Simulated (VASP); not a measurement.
Wanted: the native input for a VASP 6.6.1 run.

| Property | Result |
| --- | --- |
| Task | single point |
| Functional | PBE |
| Dispersion | D3(BJ) |
| Potentials or basis | VASP PAW PBE potentials, release 64 (S) |
| Cutoff | 520 eV |
| k mesh | 20 × 20 × 20 |
| Occupations | gaussian, width 0.15 eV |
| Spin | no spin polarisation |
| Dipole correction | no |
| Further INCAR settings | ALGO = Normal; EDIFF = 1e-07; NBANDS = 9 |

The structure of S lies in POSCAR:

```
S
1.0
    0.0000000000      1.9943503440      1.9943503440
    1.9943503440      0.0000000000      1.9943503440
    1.9943503440      1.9943503440      0.0000000000
S
1
Direct
    0.0000000000      0.0000000000      0.0000000000
```

This isn't the form of S at room conditions, which is orthorhombic, of S8 rings.

One way to write it, as run:

INCAR

```
SYSTEM = S
PREC = Accurate
ENCUT = 520
EDIFF = 1E-7
ISMEAR = 0
SIGMA = 0.15
LREAL = .FALSE.
LASPH = .TRUE.
NELM = 100
ALGO = Normal
ISIF = 2
LWAVE = .FALSE.
LCHARG = .FALSE.
GGA = PE
IVDW = 12
NBANDS = 9
```

KPOINTS

```
Automatic mesh
0
G
  20 20 20
  0 0 0
```

Potentials or basis: VASP PAW PBE potentials, release 64 (S).

Run with:

```console
$ cat potpaw_PBE.64/S/POTCAR > POTCAR
$ mpirun -np 1 vasp_std > vasp.out
```

It gave:

```yaml
Pressure: -4.0 GPa
Band_gap_on_the_k_mesh: none (metal or under the smearing width)
Dispersion_energy_per_atom: -0.383 eV
```

Caveat: pairwise dispersion overbinds metals, which lowers pressure and volume.

Wall time 47 s on 1 thread of AMD EPYC 7R43 64-Core Processor (Zen 3), with other jobs on the host, peak memory 0.12 GiB.
